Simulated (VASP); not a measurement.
# Te2Mo in VASP: further runs

The runs below take Te2Mo through single point, with PBE0, LDA.

Everything below comes from runs of VASP 6.6.1. Logs are shortened: lines on timing, memory, paths and dates and some standing lists are left out, and cuts for length are marked.

### Step 1. The structure

The cell holds a slab with vacuum, 3 atoms: a = 3.560 Å, b = 3.560 Å, c = 17.524 Å, α = 90.00°, β = 90.00°, γ = 120.00°.

### Step 2. Single point, PBE0

File POSCAR:

```
Te2Mo
1.0
    3.5602328140      0.0000000000      0.0000000000
   -1.7801164070      3.0832520603      0.0000000000
    0.0000000000      0.0000000000     17.5240578200
Te Mo
2 1
Direct
    0.3333333333      0.6666666667      0.1021445500
    0.3333333333      0.6666666667      0.8978554500
    0.0000000000      0.0000000000      0.0000000000
```

File INCAR.step1:

```
SYSTEM = Te2Mo
ALGO = Normal
EDIFF = 1E-5
ENCUT = 250
GGA = PE
ISIF = 2
ISMEAR = 0
LASPH = .True.
LCHARG = .False.
LREAL = .False.
LWAVE = .True.
NBANDS = 21
NELM = 100
NKRED = 1
PREC = Accurate
SIGMA = 0.01
```

File INCAR.step2:

```
SYSTEM = Te2Mo
AEXX = 0.25
ALGO = Normal
EDIFF = 1E-6
ENCUT = 250
GGA = PE
ISIF = 2
ISMEAR = 0
ISTART = 1
LASPH = .True.
LCHARG = .False.
LHFCALC = .True.
LREAL = .False.
LWAVE = .False.
NBANDS = 21
NELM = 100
NKRED = 1
PREC = Accurate
PRECFOCK = Fast
SIGMA = 0.01
```

File KPOINTS:

```
k-points
0
Gamma
  5 5 1
  0 0 0
```

Potentials or basis: VASP PAW PBE potentials, release 64 (Te, Mo_sv).

Launch:

```sh
cat potpaw_PBE.64/Te/POTCAR potpaw_PBE.64/Mo_sv/POTCAR > POTCAR
cp INCAR.step1 INCAR
mpirun -np 1 vasp_std > vasp.out
cp INCAR.step2 INCAR
mpirun -np 1 vasp_std > vasp.out
```

OUTCAR:

```text
SYSTEM = Te2Mo
   AEXX = 0.25
   EDIFF = 1E-6
   ENCUT = 250
   GGA = PE
   ISIF = 2
   ISMEAR = 0
   ISTART = 1
   LASPH = .True.
   LHFCALC = .True.
   LREAL = .False.
   NELM = 100
   NKRED = 1
   PREC = Accurate
   PRECFOCK = Fast

 Found      5 irreducible k-points:

 Following reciprocal coordinates:
            Coordinates               Weight
  0.000000  0.000000  0.000000      1.000000
  0.200000 -0.000000  0.000000      6.000000
  0.400000  0.000000  0.000000      6.000000
  0.200000  0.200000  0.000000      6.000000
  0.400000  0.200000  0.000000      6.000000
   k-points           NKPTS =      5   k-points in BZ     NKDIM =     25   number of bands    NBANDS=     21
   number of dos      NEDOS =    301   number of ions     NIONS =      3
   total plane-waves  NPLWV =  29160
   dimension x,y,z NGX =    18 NGY =   18 NGZ =   90
   dimension x,y,z NGXF=    36 NGYF=   36 NGZF=  180
   ions per type =               2   1
   NGX,Y,Z   is equivalent  to a cutoff of   8.41,  8.41,  8.54 a.u.
   NGXF,Y,Z  is equivalent  to a cutoff of  16.81, 16.81, 17.08 a.u.
 SYSTEM =  Te2Mo
   PREC   = accura    normal or accurate (medium, high low for compatibility)
   ISTART =      1    job   : 0-new  1-cont  2-samecut
   ICHARG =      0    charge: 1-file 2-atom 10-const
   ISPIN  =      1    spin polarized calculation?
   LNONCOLLINEAR =      F non collinear calculations
   LSORBIT =      F    spin-orbit coupling
   LASPH  =      T    aspherical Exc in radial PAW
   ENCUT  =  250.0 eV  18.37 Ry    4.29 a.u.   4.59  4.59 22.59*2*pi/ulx,y,z
   NELM   =    100;   NELMIN=  2; NELMDL=  0     # of ELM steps
   EDIFF  = 0.1E-05   stopping-criterion for ELM
   LREAL  =      F    real-space projection
   EDIFFG = 0.1E-04   stopping-criterion for IOM
   NSW    =      0    number of steps for IOM
   IBRION =     -1    ionic relax: 0-MD 1-quasi-New 2-CG
   NFREE  =      0    steps in history (QN), initial steepest desc. (CG)
   ISIF   =      2    stress and relaxation
   ISYM   =      3    0-nonsym 1-usesym 2-fastsym
   POTIM  = 0.5000    time-step for ionic-motion
   TEBEG  =    0.0;   TEEND  =   0.0 temperature during run
   PSTRESS=    0.0 pullay stress
   NELECT =      26.0000    total number of electrons
   NUPDOWN=      -1.0000    fix difference up-down
   EMIN   =  10.00;   EMAX   =-10.00  energy-range for DOS
   EFERMI =   0.00;   METHOD = LEGACY
   ISMEAR =     0;   SIGMA  =   0.01  broadening in eV -4-tet -1-fermi 0-gaus
   EFERMI_NEDOS =   21; number of points for ismear=-14 and -15
   IALGO  =     38    algorithm
   IMIX   =      1    mixing-type and parameters
     AMIX     =   0.40;   BMIX     =  1.00
     AMIX_MAG =   1.60;   BMIX_MAG =  1.00
  volume/ion in A,a.u.               =      64.12       432.71
  Fermi-wavevector in a.u.,A,eV,Ry     =   0.840153  1.587660  9.603777  0.705858
  Thomas-Fermi vector in A             =   1.954489
   LORBIT       =      0    0 simple, 1 ext, 2 COOP (PROOUT), +10 PAW based schemes
   GGA     = PE    functional components
   LHFCALC =     T    Hartree Fock is set to
   PRECFOCK=fast      Normal, Fast or Accurate (Low or Medium for compatibility)
   ENCUT4O =  -1.0   cutoff for four orbital integrals eV
   NKREDX  =     1    reduce k-point grid by
   NKREDY  =     1    reduce k-point grid by
   NKREDZ  =     1    reduce k-point grid by
   AEXX    =    0.2500 exact exchange contribution
   HFSCREEN=    0.0000 screening length (either q_TF or 0.3 A-1)
   HFSCREENC=   0.0000 screening length for correlation (either q_TF or 0.3 A-1)
   ENCUTFOCK=  -1.0 apply spherical cutoff to Coloumb kernel
   IVDW    =     0    specifies the selected vdW correction
   LEPSILON=     F    determine dielectric tensor
   LRPA    =     F    only Hartree local field effects (RPA)
 non-spin polarized calculation
 Gauss-broadening in eV      SIGMA  =   0.01
  energy-cutoff  :      250.00
  volume of cell :      192.36
 maximum number of plane-waves:      1754
 NGX is ok and might be reduce to    18
  NGX = 12; NGY = 12; NGZ = 60

 number of electron      25.9999997 magnetization

 Free energy of the ion-electron system (eV)
  ---------------------------------------------------
  ext. energy  EPLUGINS =         0.00000000
  ---------------------------------------------------
  free energy    TOTEN  =       -24.01714275 eV

  energy without entropy =      -24.01714275  energy(sigma->0) =      -24.01714275

 E-fermi :  -0.7125     XC(G=0):  -3.7017

 val. band max:       -0.7586773777   @ k =   0.4000   0.2000   0.0000
 cond. band min:       1.8772678912   @ k =   0.4000   0.2000   0.0000
 fundamental gap:      2.6359452689
 Fermi energy:        -0.7125462485

 k-point     1 :       0.0000    0.0000    0.0000
  band No.  band energies     occupation
      1     -65.3757      2.00000
      2     -38.1115      2.00000
      3     -37.9936      2.00000
      4     -37.9934      2.00000
      5     -14.4736      2.00000
      6     -13.3601      2.00000
[... 13 lines left out ...]
     20       5.9676      0.00000
     21       6.9993      0.00000

 k-point     2 :       0.2000   -0.0000    0.0000
  band No.  band energies     occupation
      1     -65.3721      2.00000
      2     -38.1021      2.00000
      3     -38.0500      2.00000
      4     -38.0091      2.00000
      5     -13.8990      2.00000
      6     -12.9743      2.00000
[... 13 lines left out ...]
     20       6.6287      0.00000
     21       8.1124      0.00000

 k-point     3 :       0.4000    0.0000    0.0000
  band No.  band energies     occupation
      1     -65.3652      2.00000
      2     -38.1355      2.00000
      3     -38.0849      2.00000
      4     -38.0304      2.00000
      5     -12.6312      2.00000
      6     -12.1508      2.00000
[... 13 lines left out ...]
     20       6.8476      0.00000
     21       7.5452      0.00000

 k-point     4 :       0.2000    0.2000    0.0000
  band No.  band energies     occupation
      1     -65.3665      2.00000
      2     -38.1063      2.00000
      3     -38.0880      2.00000
      4     -38.0394      2.00000
      5     -12.9448      2.00000
      6     -12.3409      2.00000
[... 13 lines left out ...]
     20       7.3894      0.00000
     21       7.7575      0.00000

 k-point     5 :       0.4000    0.2000    0.0000
  band No.  band energies     occupation
      1     -65.3629      2.00000
      2     -38.1324      2.00000
      3     -38.0782      2.00000
      4     -38.0667      2.00000
      5     -12.1386      2.00000
      6     -11.8228      2.00000
[... 13 lines left out ...]
     20       7.8153      0.00000
     21       8.4547      0.00000

------------------------ aborting loop because EDIFF is reached ----------------------------------------

  FORCE on cell =-STRESS in cart. coord.  units (eV):
  Direction    XX          YY          ZZ          XY          YZ          ZX
  --------------------------------------------------------------------------------------
  -------------------------------------------------------------------------------------
  Total       -2.1379767     -2.1379767     -1.7305529      0.0000000      0.0000000      0.0000000
  in kB      -17.8070284    -17.8070284    -14.4136295      0.0000000      0.0000000      0.0000000
  external PRESSURE =     -16.6758954 kB  Pullay stress =       0.0000000 kB

 VOLUME and BASIS-vectors are now :
 -----------------------------------------------------------------------------
  energy-cutoff  :      250.00
  volume of cell :      192.36
      direct lattice vectors                 reciprocal lattice vectors
     3.560232814  0.000000000  0.000000000     0.280880508  0.162166437  0.000000000
    -1.780116407  3.083252060  0.000000000     0.000000000  0.324332873  0.000000000
     0.000000000  0.000000000 17.524057820     0.000000000  0.000000000  0.057064409

 POSITION                                       TOTAL-FORCE (eV/Angst)
 -----------------------------------------------------------------------------------
     -0.00000      2.05550      1.78999         0.000000     -0.000000     -0.296001
     -0.00000      2.05550     15.73407         0.000000     -0.000000      0.296001
      0.00000      0.00000      0.00000        -0.000000      0.000000     -0.000000
 -----------------------------------------------------------------------------------
    total drift:                               -0.000010      0.000006      0.000000

  FREE ENERGIE OF THE ION-ELECTRON SYSTEM (eV)
  ---------------------------------------------------
  free  energy   TOTEN  =       -24.0171427519 eV

  energy  without entropy=      -24.0171427519  energy(sigma->0) =      -24.01714275
```

It took 2.4 min on 1 thread of Intel Xeon Platinum 8259CL at 2.50GHz (Skylake/Cascade Lake), shared host; peak memory 0.17 GiB.

These settings aren't checked as converged: the numbers below hold their error.

What came out:

| Quantity | Value |
| --- | --- |
| Free energy | -24.0171 eV |
| Largest force | 0.296 eV/Å |
| Band gap on the k mesh | 2.64 eV, direct |

Caveat: the cutoff is under 1.25 times the usual one of these potentials, so pressure, stress and relaxed cells hold a basis-set (Pulay) error; the PAW data sets were made with another functional, which shifts forces and pressure a little; spin-orbit coupling is left out, which moves the levels of the heavy elements.

### Step 3. Single point, PBE0

POSCAR is that of step 2.

Changes to INCAR.step1 since step 2:

```diff
@@ -3,3 +3,3 @@
 EDIFF = 1E-5
-ENCUT = 250
+ENCUT = 350
 GGA = PE
```

Changes to INCAR.step2 since step 2:

```diff
@@ -4,3 +4,3 @@
 EDIFF = 1E-6
-ENCUT = 250
+ENCUT = 350
 GGA = PE
```

File KPOINTS:

```
k-points
0
Gamma
  4 4 1
  0 0 0
```

Potentials or basis: VASP PAW PBE potentials, release 64 (Te, Mo_sv).

Launch:

```sh
cat potpaw_PBE.64/Te/POTCAR potpaw_PBE.64/Mo_sv/POTCAR > POTCAR
cp INCAR.step1 INCAR
mpirun -np 1 vasp_std > vasp.out
cp INCAR.step2 INCAR
mpirun -np 1 vasp_std > vasp.out
```

Wall time 94 s (1 thread of Intel Xeon Platinum 8259CL at 2.50GHz (Skylake/Cascade Lake), shared host); peak memory 0.23 GiB.

These settings aren't checked as converged: the numbers below hold their error.

Results:

* Free energy: -24.1277 eV
* Largest force: 0.309 eV/Å
* Band gap on the k mesh: 2.99 eV, indirect (least direct gap 3.01 eV)

Caveat: the k mesh is coarse (spacing up to 0.51 Å⁻¹), so the values aren't converged, least of all with exact exchange; the PAW data sets were made with another functional, which shifts forces and pressure a little; spin-orbit coupling is left out, which moves the levels of the heavy elements.

### Step 4. Single point, PBE0

POSCAR is that of step 3.

Changes to INCAR.step1 since step 3:

```diff
@@ -3,3 +3,3 @@
 EDIFF = 1E-5
-ENCUT = 350
+ENCUT = 300
 GGA = PE
```

Changes to INCAR.step2 since step 3:

```diff
@@ -4,3 +4,3 @@
 EDIFF = 1E-6
-ENCUT = 350
+ENCUT = 300
 GGA = PE
```

File KPOINTS:

```
k-points
0
Gamma
  5 5 1
  0 0 0
```

Potentials or basis: VASP PAW PBE potentials, release 64 (Te, Mo_sv).

Launch:

```sh
cat potpaw_PBE.64/Te/POTCAR potpaw_PBE.64/Mo_sv/POTCAR > POTCAR
cp INCAR.step1 INCAR
mpirun -np 1 vasp_std > vasp.out
cp INCAR.step2 INCAR
mpirun -np 1 vasp_std > vasp.out
```

OUTCAR:

```text
SYSTEM = Te2Mo
   AEXX = 0.25
   EDIFF = 1E-6
   ENCUT = 300
   GGA = PE
   ISIF = 2
   ISMEAR = 0
   ISTART = 1
   LASPH = .True.
   LHFCALC = .True.
   LREAL = .False.
   NELM = 100
   NKRED = 1
   PREC = Accurate
   PRECFOCK = Fast

 Found      5 irreducible k-points:

 Following reciprocal coordinates:
            Coordinates               Weight
  0.000000  0.000000  0.000000      1.000000
  0.200000 -0.000000  0.000000      6.000000
  0.400000  0.000000  0.000000      6.000000
  0.200000  0.200000  0.000000      6.000000
  0.400000  0.200000  0.000000      6.000000
   k-points           NKPTS =      5   k-points in BZ     NKDIM =     25   number of bands    NBANDS=     21
   number of dos      NEDOS =    301   number of ions     NIONS =      3
   total plane-waves  NPLWV =  40000
   dimension x,y,z NGX =    20 NGY =   20 NGZ =  100
   dimension x,y,z NGXF=    40 NGYF=   40 NGZF=  200
   ions per type =               2   1
   NGX,Y,Z   is equivalent  to a cutoff of   9.34,  9.34,  9.49 a.u.
   NGXF,Y,Z  is equivalent  to a cutoff of  18.68, 18.68, 18.97 a.u.
 SYSTEM =  Te2Mo
   PREC   = accura    normal or accurate (medium, high low for compatibility)
   ISTART =      1    job   : 0-new  1-cont  2-samecut
   ICHARG =      0    charge: 1-file 2-atom 10-const
   ISPIN  =      1    spin polarized calculation?
   LNONCOLLINEAR =      F non collinear calculations
   LSORBIT =      F    spin-orbit coupling
   LASPH  =      T    aspherical Exc in radial PAW
   ENCUT  =  300.0 eV  22.05 Ry    4.70 a.u.   5.03  5.03 24.75*2*pi/ulx,y,z
   NELM   =    100;   NELMIN=  2; NELMDL=  0     # of ELM steps
   EDIFF  = 0.1E-05   stopping-criterion for ELM
   LREAL  =      F    real-space projection
   EDIFFG = 0.1E-04   stopping-criterion for IOM
   NSW    =      0    number of steps for IOM
   IBRION =     -1    ionic relax: 0-MD 1-quasi-New 2-CG
   NFREE  =      0    steps in history (QN), initial steepest desc. (CG)
   ISIF   =      2    stress and relaxation
   ISYM   =      3    0-nonsym 1-usesym 2-fastsym
[... 17 lines left out ...]
   GGA     = PE    functional components
   LHFCALC =     T    Hartree Fock is set to
   PRECFOCK=fast      Normal, Fast or Accurate (Low or Medium for compatibility)
   ENCUT4O =  -1.0   cutoff for four orbital integrals eV
   NKREDX  =     1    reduce k-point grid by
   NKREDY  =     1    reduce k-point grid by
   NKREDZ  =     1    reduce k-point grid by
   AEXX    =    0.2500 exact exchange contribution
   HFSCREEN=    0.0000 screening length (either q_TF or 0.3 A-1)
   HFSCREENC=   0.0000 screening length for correlation (either q_TF or 0.3 A-1)
   ENCUTFOCK=  -1.0 apply spherical cutoff to Coloumb kernel
   IVDW    =     0    specifies the selected vdW correction
   LEPSILON=     F    determine dielectric tensor
   LRPA    =     F    only Hartree local field effects (RPA)
 non-spin polarized calculation
 Gauss-broadening in eV      SIGMA  =   0.01
  energy-cutoff  :      300.00
  volume of cell :      192.36
 maximum number of plane-waves:      2291
 NGX is ok and might be reduce to    20
  NGX = 12; NGY = 12; NGZ = 60

 number of electron      26.0000006 magnetization

 Free energy of the ion-electron system (eV)
  ---------------------------------------------------
  ext. energy  EPLUGINS =         0.00000000
  ---------------------------------------------------
  free energy    TOTEN  =       -24.03714526 eV

  energy without entropy =      -24.03714526  energy(sigma->0) =      -24.03714526

 E-fermi :  -0.7122     XC(G=0):  -3.6990

 val. band max:       -0.7585257109   @ k =   0.4000   0.2000   0.0000
 cond. band min:       1.8772729158   @ k =   0.4000   0.2000   0.0000
 fundamental gap:      2.6357986267
 Fermi energy:        -0.7121651093

 k-point     1 :       0.0000    0.0000    0.0000
  band No.  band energies     occupation
      1     -65.3720      2.00000
      2     -38.1102      2.00000
      3     -37.9913      2.00000
      4     -37.9911      2.00000
      5     -14.4732      2.00000
      6     -13.3596      2.00000
[... 109 lines left out ...]
     20       7.8143      0.00000
     21       8.4546      0.00000

------------------------ aborting loop because EDIFF is reached ----------------------------------------

  FORCE on cell =-STRESS in cart. coord.  units (eV):
  Direction    XX          YY          ZZ          XY          YZ          ZX
  --------------------------------------------------------------------------------------
  -------------------------------------------------------------------------------------
  Total       -1.6629851     -1.6629851     -1.2291051      0.0000000      0.0000000     -0.0000000
  in kB      -13.8508631    -13.8508631    -10.2371126      0.0000000      0.0000000     -0.0000000
  external PRESSURE =     -12.6462796 kB  Pullay stress =       0.0000000 kB

 VOLUME and BASIS-vectors are now :
 -----------------------------------------------------------------------------
  energy-cutoff  :      300.00
  volume of cell :      192.36
      direct lattice vectors                 reciprocal lattice vectors
     3.560232814  0.000000000  0.000000000     0.280880508  0.162166437  0.000000000
    -1.780116407  3.083252060  0.000000000     0.000000000  0.324332873  0.000000000
     0.000000000  0.000000000 17.524057820     0.000000000  0.000000000  0.057064409

 POSITION                                       TOTAL-FORCE (eV/Angst)
 -----------------------------------------------------------------------------------
     -0.00000      2.05550      1.78999         0.000000     -0.000000     -0.305003
     -0.00000      2.05550     15.73407         0.000000     -0.000000      0.305003
      0.00000      0.00000      0.00000        -0.000000      0.000000      0.000000
 -----------------------------------------------------------------------------------
    total drift:                               -0.000011      0.000006     -0.000000

  FREE ENERGIE OF THE ION-ELECTRON SYSTEM (eV)
  ---------------------------------------------------
  free  energy   TOTEN  =       -24.0371452571 eV

  energy  without entropy=      -24.0371452571  energy(sigma->0) =      -24.03714526
```

OUTCAR.step1:

```text
SYSTEM = Te2Mo
   EDIFF = 1E-5
   ENCUT = 300
   GGA = PE
   ISIF = 2
[... 232 lines left out ...]
     -0.00000      2.05550      1.78999        -0.000000      0.000000      0.236874
     -0.00000      2.05550     15.73407        -0.000000     -0.000000     -0.236874
      0.00000      0.00000      0.00000         0.000000      0.000000     -0.000000
 -----------------------------------------------------------------------------------
    total drift:                               -0.000000      0.000000     -0.000000

  FREE ENERGIE OF THE ION-ELECTRON SYSTEM (eV)
  ---------------------------------------------------
  free  energy   TOTEN  =       -18.0140982246 eV

  energy  without entropy=      -18.0140982246  energy(sigma->0) =      -18.01409822
```

OSZICAR.step1:

```text
N       E                     dE             d eps       ncg     rms          rms(c)
DAV:   1     0.875046061477E+02    0.87505E+02   -0.91763E+03   290   0.660E+02
DAV:   2    -0.132909337292E+02   -0.10080E+03   -0.98590E+02   288   0.173E+02
DAV:   3    -0.185267693866E+02   -0.52358E+01   -0.51871E+01   271   0.324E+01
DAV:   4    -0.186845293110E+02   -0.15776E+00   -0.15767E+00   296   0.555E+00
DAV:   5    -0.186856902195E+02   -0.11609E-02   -0.11609E-02   290   0.508E-01    0.145E+01
DAV:   6    -0.183156343714E+02    0.37006E+00   -0.46758E+00   220   0.112E+01    0.627E+00
DAV:   7    -0.182774810545E+02    0.38153E-01   -0.45108E+00   230   0.949E+00    0.452E+00
DAV:   8    -0.180173333359E+02    0.26015E+00   -0.11043E+00   230   0.510E+00    0.123E+00
DAV:   9    -0.180188599124E+02   -0.15266E-02   -0.82948E-02   253   0.142E+00    0.754E-01
DAV:  10    -0.180144969333E+02    0.43630E-02   -0.21859E-02   235   0.815E-01    0.164E-01
DAV:  11    -0.180142972050E+02    0.19973E-03   -0.65507E-04   277   0.136E-01    0.637E-02
DAV:  12    -0.180142176185E+02    0.79586E-04   -0.64710E-05   243   0.366E-02    0.480E-02
DAV:  13    -0.180140746742E+02    0.14294E-03   -0.27881E-04   233   0.845E-02    0.432E-02
DAV:  14    -0.180141047331E+02   -0.30059E-04   -0.18238E-05   201   0.175E-02    0.237E-02
DAV:  15    -0.180140982246E+02    0.65086E-05   -0.29567E-05   186   0.213E-02
   1 F= -.18014098E+02 E0= -.18014098E+02  d E =-.959190E-29
```

It took 2.5 min on 1 thread of Intel Xeon Platinum 8259CL at 2.50GHz (Skylake/Cascade Lake), shared host; peak memory 0.19 GiB.

The run converged, but some of its settings lie outside the range that counts as converged, so its numbers aren't taken as properties of the slab.

Results:

```yaml
Free_energy: -24.0371 eV
Largest_force: 0.305 eV/Å
Band_gap_on_the_k_mesh: 2.64 eV, direct
```

Caveat: the cutoff is under 1.25 times the usual one of these potentials, so pressure, stress and relaxed cells hold a basis-set (Pulay) error; the PAW data sets were made with another functional, which shifts forces and pressure a little; spin-orbit coupling is left out, which moves the levels of the heavy elements.

(Continued in part 2 of 2.)
